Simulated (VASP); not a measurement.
# Pt in VASP: a series of runs, part 2 of 2

VASP 6.6.1. Earlier steps stand in the parts before.

### 3 Relaxation of the atoms, PBE

INCAR reads:

```
SYSTEM = Pt
ALGO = Normal ; DIPOL = 0.5 0.5 0.500
EDIFF = 1E-6 ; EDIFFG = -0.02
ENCUT = 520 ; GGA = PE
IBRION = 2 ; IDIPOL = 3
ISIF = 2 ; ISMEAR = 1
KPAR = 4 ; LASPH = .True.
LCHARG = .False. ; LDIPOL = .True.
LREAL = .False. ; LWAVE = .False.
NELM = 80 ; NSW = 80
PREC = Accurate ; SIGMA = 0.1
```

KPOINTS reads:

```
k-points
0
Gamma
  14 14 1
  0 0 0
```

POSCAR reads:

```
Pt
1.0
    2.8050756300      0.0000000000      0.0000000000
    0.0000000000      2.8050756300      0.0000000000
    0.0000000000      0.0000000000     26.9009280000
Pt
7
Direct
    0.5000000000      0.5000000000      0.2788007900
    0.0000000000      0.0000000000      0.3525338600
    0.5000000000      0.5000000000      0.4262669300
    0.0000000000      0.0000000000      0.5000000000
    0.5000000000      0.5000000000      0.5737330700
    0.0000000000      0.0000000000      0.6474661400
    0.5000000000      0.5000000000      0.7211992100
```

Potentials or basis: VASP PAW PBE potentials, release 64 (Pt).

The run is started by

```sh
$ cat potpaw_PBE.64/Pt/POTCAR > POTCAR
$ mpirun -np 4 vasp_std > vasp.out
```

OUTCAR:

```text
SYSTEM = Pt
   EDIFF = 1E-6
   EDIFFG = -0.02
   ENCUT = 520
   GGA = PE
   IBRION = 2
   ISIF = 2
   ISMEAR = 1
   LASPH = .True.
   LREAL = .False.
   NELM = 80
   NSW = 80
   PREC = Accurate

 ion  position               nearest neighbor table
   1  0.500  0.500  0.279-   2 2.81   2 2.81   2 2.81   2 2.81
   2  0.000  0.000  0.353-   3 2.81   3 2.81   3 2.81   3 2.81   1 2.81   1 2.81   1 2.81   1 2.81

   3  0.500  0.500  0.426-   2 2.81   2 2.81   2 2.81   2 2.81   4 2.81   4 2.81   4 2.81   4 2.81

   4  0.000  0.000  0.500-   3 2.81   5 2.81   3 2.81   5 2.81   3 2.81   5 2.81   3 2.81   5 2.81

   5  0.500  0.500  0.574-   6 2.81   6 2.81   6 2.81   6 2.81   4 2.81   4 2.81   4 2.81   4 2.81

   6  0.000  0.000  0.647-   5 2.81   5 2.81   5 2.81   5 2.81   7 2.81   7 2.81   7 2.81   7 2.81

   7  0.500  0.500  0.721-   6 2.81   6 2.81   6 2.81   6 2.81

  LATTYP: Found a simple tetragonal cell.
 ALAT       =     2.8050756300
 C/A-ratio  =     9.5900900897

  Lattice vectors:

 A1 = (   2.8050756300,   0.0000000000,   0.0000000000)
 A2 = (   0.0000000000,   2.8050756300,   0.0000000000)
 A3 = (   0.0000000000,   0.0000000000,  26.9009280000)

Analysis of symmetry for initial positions (statically):
=====================================================================
 Subroutine PRICEL returns:
 Original cell was already a primitive cell.

 Routine SETGRP: Setting up the symmetry group for a
 simple tetragonal supercell.

 Subroutine GETGRP returns: Found 16 space group operations
 (whereof 16 operations were pure point group operations)
 out of a pool of 16 trial point group operations.

The static configuration has the point symmetry D_4h.

Analysis of symmetry for dynamics (positions and initial velocities):
=====================================================================
 Subroutine PRICEL returns:
 Original cell was already a primitive cell.
[... 167 lines left out ...]
  free energy    TOTEN  =       -40.84588012 eV

  energy without entropy =      -40.83964408  energy(sigma->0) =      -40.84380144

------------------------ aborting loop because EDIFF is reached ----------------------------------------

  FORCE on cell =-STRESS in cart. coord.  units (eV):
  Direction    XX          YY          ZZ          XY          YZ          ZX
  --------------------------------------------------------------------------------------
  -------------------------------------------------------------------------------------
  Total       -4.4855610     -4.4855610     -1.4710137      0.0000000      0.0000000      0.0000000
  in kB      -33.9524359    -33.9524359    -11.1345043      0.0000000      0.0000000      0.0000000
  external PRESSURE =     -26.3464587 kB  Pullay stress =       0.0000000 kB
[... 104 lines left out ...]
  FREE ENERGIE OF THE ION-ELECTRON SYSTEM (eV)
  ---------------------------------------------------
  free  energy   TOTEN  =       -40.8599599634 eV

  energy  without entropy=      -40.8535240994  energy(sigma->0) =      -40.85781468

 dipolmoment           0.000000      0.000000     -0.000000 electrons x Angstroem

[... ionic steps 4 to 8 ...]

--------------------------------------- Ionic step        9  -------------------------------------------

 number of electron      69.9999997 magnetization

------------------------ aborting loop because EDIFF is reached ----------------------------------------
[... 77 lines left out ...]
--------------------------------------- Ionic step       11  -------------------------------------------

 number of electron      69.9999997 magnetization

 dipolmoment           0.000000      0.000000      0.000000 electrons x Angstroem

 Free energy of the ion-electron system (eV)
  ---------------------------------------------------
  ext. energy  EPLUGINS =         0.00000000
  ---------------------------------------------------
  free energy    TOTEN  =       -40.86282298 eV

  energy without entropy =      -40.85603695  energy(sigma->0) =      -40.86056097

 E-fermi :   2.6763     XC(G=0):  -7.5353

 val. band max:        2.6751710326   @ k =   0.3571   0.0000   0.0000
 cond. band min:       2.6790368889   @ k =   0.0714   0.0000   0.0000
 fundamental gap:      0.0038658563
 Fermi energy:         2.6762517510

 k-point     1 :       0.0000    0.0000    0.0000
  band No.  band energies     occupation
      1      -6.9048      2.00000
      2      -6.2345      2.00000
      3      -5.1783      2.00000
      4      -4.1542      2.00000
      5      -3.9264      2.00000
      6      -3.4865      2.00000
[... 1069 lines left out ...]
     41       7.2014      0.00000
     42       7.9114      0.00000

 [... further k-points ...]

------------------------ aborting loop because EDIFF is reached ----------------------------------------

 vacuum level on the upper side and lower side of the slab       (xc-potential included)        -0.097        -0.097

  FORCE on cell =-STRESS in cart. coord.  units (eV):
  Direction    XX          YY          ZZ          XY          YZ          ZX
  --------------------------------------------------------------------------------------
  -------------------------------------------------------------------------------------
  Total       -3.5271465     -3.5271465     -0.2376837      0.0000000      0.0000000      0.0000000
  in kB      -26.6979345    -26.6979345     -1.7990929      0.0000000      0.0000000      0.0000000
  external PRESSURE =     -18.3983207 kB  Pullay stress =       0.0000000 kB
[... 22 lines left out ...]
  FREE ENERGIE OF THE ION-ELECTRON SYSTEM (eV)
  ---------------------------------------------------
  free  energy   TOTEN  =       -40.8628229767 eV

  energy  without entropy=      -40.8560369528  energy(sigma->0) =      -40.86056097

 reached required accuracy - stopping structural energy minimisation

 vacuum level on the upper side and lower side of the slab         8.300         8.300
```

CONTCAR:

```text
Pt
   1.00000000000000
     2.8050756300000002    0.0000000000000000    0.0000000000000000
     0.0000000000000000    2.8050756300000002    0.0000000000000000
     0.0000000000000000    0.0000000000000000   26.9009280000000004
  Pt
     7
Direct
     0.5000000000000000    0.5000000000000000    0.2804591553978875
     0.0000000000000000    0.0000000000000000    0.3523907607512909
     0.5000000000000000    0.5000000000000000    0.4259980254755281
     0.0000000000000000    0.0000000000000000    0.5000000000000000
     0.5000000000000000    0.5000000000000000    0.5740019745244719
     0.0000000000000000    0.0000000000000000    0.6476092392487092
     0.5000000000000000    0.5000000000000000    0.7195408446021124

  0.00000000E+00  0.00000000E+00  0.00000000E+00
  0.00000000E+00  0.00000000E+00  0.00000000E+00
  0.00000000E+00  0.00000000E+00  0.00000000E+00
  0.00000000E+00  0.00000000E+00  0.00000000E+00
  0.00000000E+00  0.00000000E+00  0.00000000E+00
  0.00000000E+00  0.00000000E+00  0.00000000E+00
  0.00000000E+00  0.00000000E+00  0.00000000E+00
```

It took 9.7 min on 4 MPI ranks of Intel Xeon Platinum 8488C (Sapphire Rapids), shared host; peak memory 0.49 GiB.

Results:

| Item | Value |
| --- | --- |
| Free energy | -40.8628 eV |
| Energy gained by relaxing | 2.4 meV/atom |
| Ionic steps | 11 |
| Largest force after relaxing | 0.020 eV/Å |
| Band gap on the k mesh | none (metal or under the smearing width) |

Forces on the atoms (eV/Å):
```
Pt   0.000  0.000  0.020
Pt   0.000  0.000 -0.010
Pt   0.000  0.000 -0.002
Pt   0.000  0.000  0.000
Pt   0.000  0.000  0.002
Pt   0.000  0.000  0.010
Pt   0.000  0.000 -0.020
```

The path:
```csv
step,energy change (eV),largest force (eV/Å),pressure (GPa)
1,0.0000,0.3169,-2.63
2,-0.0119,0.1536,-2.38
3,-0.0141,0.1214,-2.20
4,-0.0158,0.0479,-2.11
5,-0.0160,0.0310,-2.08
6,-0.0160,0.0278,-2.07
7,-0.0162,0.0209,-2.04
8,-0.0166,0.0274,-1.97
9,-0.0168,0.0536,-1.82
10,-0.0168,0.0350,-1.89
11,-0.0169,0.0196,-1.84
```

Final structure:
```
Pt
1.0
     2.80508    0.00000    0.00000
     0.00000    2.80508    0.00000
     0.00000    0.00000   26.90093
Pt
7
Direct
  0.50000 0.50000 0.28046
  0.00000 0.00000 0.35239
  0.50000 0.50000 0.42600
  0.00000 0.00000 0.50000
  0.50000 0.50000 0.57400
  0.00000 0.00000 0.64761
  0.50000 0.50000 0.71954
```

Spin-orbit coupling is left out, which matters for the levels of Pt.

### 4 Single point, PBE

INCAR reads:

```
PREC = Accurate
ENCUT = 520
EDIFF = 1E-7
ISMEAR = 1
SIGMA = 0.1
LREAL = False
LASPH = True
NELM = 80
ALGO = Fast
ISIF = 2
LWAVE = False
LCHARG = False
LDIPOL = True
IDIPOL = 3
DIPOL = 0.5 0.5 0.500
GGA = PE
LVHAR = True
LVACPOTAV = True
ICORELEVEL = 1
KPAR = 4
```

KPOINTS reads:

```
Automatic mesh
0
Gamma
  14 14 1
```

POSCAR reads:

```
Pt                                      
1.0
    2.8050756300      0.0000000000      0.0000000000
    0.0000000000      2.8050756300      0.0000000000
    0.0000000000      0.0000000000     26.9009280000
  Pt            
     7
Direct
     0.5000000000000000    0.5000000000000000    0.2804591553978875
     0.0000000000000000    0.0000000000000000    0.3523907607512909
     0.5000000000000000    0.5000000000000000    0.4259980254755281
     0.0000000000000000    0.0000000000000000    0.5000000000000000
     0.5000000000000000    0.5000000000000000    0.5740019745244719
     0.0000000000000000    0.0000000000000000    0.6476092392487092
     0.5000000000000000    0.5000000000000000    0.7195408446021124
```

The run is started by

```sh
$ cat potpaw_PBE.64/Pt/POTCAR > POTCAR
$ mpirun -np 4 vasp_std > vasp.out
```

It took 2.7 min on 4 MPI ranks of Intel Xeon Platinum 8488C (Sapphire Rapids), shared host; peak memory 0.47 GiB.

It converged, with:

```
Free energy                     : -40.8628 eV
Largest force                   : 0.020 eV/Å
Band gap on the k mesh          : none (metal or under the smearing width)
Work function of the upper face : 5.71 eV
Work function of the lower face : 5.71 eV
```

Forces in eV/Å, atoms in the order of the input:
```
Pt   0.000  0.000  0.020
Pt   0.000  0.000 -0.010
Pt   0.000  0.000 -0.002
Pt   0.000  0.000  0.000
Pt   0.000  0.000  0.002
Pt   0.000  0.000  0.010
Pt   0.000  0.000 -0.020
```

Levels at points of the mesh, in eV from the Fermi level:
| k point | band 32 | band 33 | band 34 | band 35 | band 36 | band 37 | band 38 | band 39 | band 40 | band 41 |
| --- | --- | --- | --- | --- | --- | --- | --- | --- | --- | --- |
| (0.00, 0.00, 0.00) | -0.76 | -0.63 | -0.53 | -0.25 | -0.02 | -0.02 | 0.06 | 0.10 | 0.37 | 1.28 |
| (0.50, 0.00, 0.00) | -0.12 | -0.11 | -0.05 | 0.07 | 0.27 | 0.97 | 1.33 | 1.65 | 1.73 | 1.79 |
| (0.50, 0.50, 0.00) | 0.45 | 0.51 | 0.97 | 0.97 | 2.64 | 2.64 | 4.22 | 4.22 | 6.03 | 6.03 |

Core levels (eV, on the scale of the bands):
| atom | levels |
| --- | --- |
| 1 Pt | 1s -78395.0, 2s -13764.7, 2p -11924.9, 3s -3228.5, 3p -2693.0, 3d -2113.4, 4s -688.8, 4p -513.3, 4d -300.3, 4f -63.7, 5s -95.2, 5p -49.3 |
| 2 Pt | 1s -78395.7, 2s -13765.3, 2p -11925.6, 3s -3229.2, 3p -2693.7, 3d -2114.1, 4s -689.5, 4p -513.9, 4d -301.0, 4f -64.4, 5s -95.9, 5p -50.0 |
| 3 Pt | 1s -78395.7, 2s -13765.3, 2p -11925.6, 3s -3229.2, 3p -2693.7, 3d -2114.1, 4s -689.5, 4p -513.9, 4d -301.0, 4f -64.4, 5s -95.9, 5p -50.0 |
| 4 Pt | 1s -78395.6, 2s -13765.2, 2p -11925.5, 3s -3229.1, 3p -2693.6, 3d -2114.0, 4s -689.4, 4p -513.8, 4d -300.9, 4f -64.3, 5s -95.8, 5p -49.9 |
| 5 Pt | 1s -78395.7, 2s -13765.3, 2p -11925.6, 3s -3229.2, 3p -2693.7, 3d -2114.1, 4s -689.5, 4p -513.9, 4d -301.0, 4f -64.4, 5s -95.9, 5p -50.0 |
| 6 Pt | 1s -78395.7, 2s -13765.3, 2p -11925.6, 3s -3229.2, 3p -2693.7, 3d -2114.1, 4s -689.5, 4p -513.9, 4d -301.0, 4f -64.4, 5s -95.9, 5p -50.0 |

The run has no spin-orbit coupling, so splittings on Pt are missing.
